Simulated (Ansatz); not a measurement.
# Two structures of Cd: comparison of enthalpies under pressure in Python

An exercise on one series of results from a longer session: the logs are not shown, and one member is left open.

Program: Ansatz 0.2.0 through its Python package. Level of theory: DFT with a functional composed in the script, plane waves, PAW. These are calculated values, not measurements.

## The system

Cd Fd-3m: It takes space group Fd-3m (No. 227, cubic). Conventional cell: a = 6.080 Å, b = 6.080 Å, c = 6.080 Å, α = 90.00°, β = 90.00°, γ = 90.00°. Around Cd (site symmetry -43m) lie 4 Cd at 2.63 Å.

Cd Fm-3m: It takes space group Fm-3m (No. 225, cubic). Conventional cell: a = 4.420 Å, b = 4.420 Å, c = 4.420 Å, α = 90.00°, β = 90.00°, γ = 90.00°. Cd (site symmetry m-3m) is surrounded by 12 Cd at 3.13 Å.

No structure file is read: the coordinates are typed or built in the script.

Set-up of the first run:

Contents of transition_cd.py:

```python
'''Pressure at which two phases of Cd cross.'''

import warnings

import ansatz as az
import numpy as np
import pandas as pd


def diamond(A, a):
    return (
        az.Lattice.fcc(a)
        .space_group(227, origin_choice=1)
        .atom(A, [0, 0, 0])
        .primitive()
    )


def fcc(A, a):
    return (
        az.Lattice.fcc(a)
        .space_group(225)
        .atom(A, [0, 0, 0])
        .primitive()
    )


def run_phase(name, crystal, pressure=0.0):
    calc = (
        crystal.calculation()
        .eigensolver('davidson', full_accuracy=True)
        .functional(exchange='pbesol', correlation='lda')
        .scf(tolerance=1e-06)
        .basis(520)
        .kpoints(spacing=0.3)
        .occupations('cold', width=0.1)
    )
    calc = calc.relax(force_tolerance=0.02, cell=True, pressure=pressure)
    return calc.run(threads=1)


def volume_per_atom(outcome):
    return abs(np.linalg.det(outcome.lattice.cell_ang)) / len(outcome.lattice.sites)


def main() -> None:
    warnings.simplefilter('ignore')

    phases = {}
    phases['diamond'] = diamond('Cd', 6.08)
    phases['fcc'] = fcc('Cd', 4.42)

    # enthalpy per atom at each pressure
    pressures = [0, 20, 40, 60]
    enthalpy, volume = {name: [] for name in phases}, {name: [] for name in phases}
    for p in pressures:
        for name, crystal in phases.items():
            o = run_phase(name, crystal, pressure=p)
            volume[name].append(volume_per_atom(o))
            enthalpy[name].append(o.report['energy_sigma0_ev'] / len(o.lattice.sites) + p * volume[name][-1] / 160.21766)
    gap = np.array(enthalpy['fcc']) - np.array(enthalpy['diamond'])
    rows = [(p, va, vb, 1000 * d) for p, va, vb, d in zip(pressures, volume['diamond'], volume['fcc'], gap)]
    print(pd.DataFrame(rows, columns=['P (GPa)', 'V diamond (A^3/atom)', 'V fcc (A^3/atom)', 'H(fcc) - H(diamond) (meV/atom)']).round(4).to_string(index=False))
    crossings = [p0 - g0 * (p1 - p0) / (g1 - g0) for p0, p1, g0, g1 in zip(pressures, pressures[1:], gap, gap[1:]) if g0 * g1 < 0]
    print('crossing near', [round(float(p), 1) for p in crossings], 'GPa') if crossings else print('no crossing in this range')


if __name__ == '__main__':
    main()
```

On the command line:

```console
$ python transition_cd.py
```

One table of the session follows, with a row left open; its other results are not shown here.

It belongs to the step «What each run gave». Enthalpy H = E + pV of the second structure less the first:

| pressure (GPa) | ΔH (meV/atom) |
| --- | --- |
| 0 | -99.7 |
| 20 | -1286.3 |
| 40 | ? |
| 60 | -2669.8 |

Estimate the missing values for pressure (GPa) = 40.

Worked estimate for «ΔH (meV/atom)». A straight line through the neighbours (20, -1286.3) and (60, -2669.8) gives -1286.3 + (-2669.8 + 1286.3) × (40 − 20) / (60 − 20) = -1978.1; a parabola fitted to 3 rows on both sides gives -2143.0.

**Answer.** ΔH (meV/atom): -2043.0. In «ΔH (meV/atom)» the line misses by +64.9 and the parabola by -100.0.

Limits of these values: For the metals among these cells the mesh is coarse, so their volumes and pressures are rough. Only these two structures are compared, at zero temperature and with their symmetry kept; either may be hypothetical, and another phase may be lower than both. The script silences warnings, which a real study should read. Warnings in the runs' records: stress scf threshold loose, force scf threshold loose.
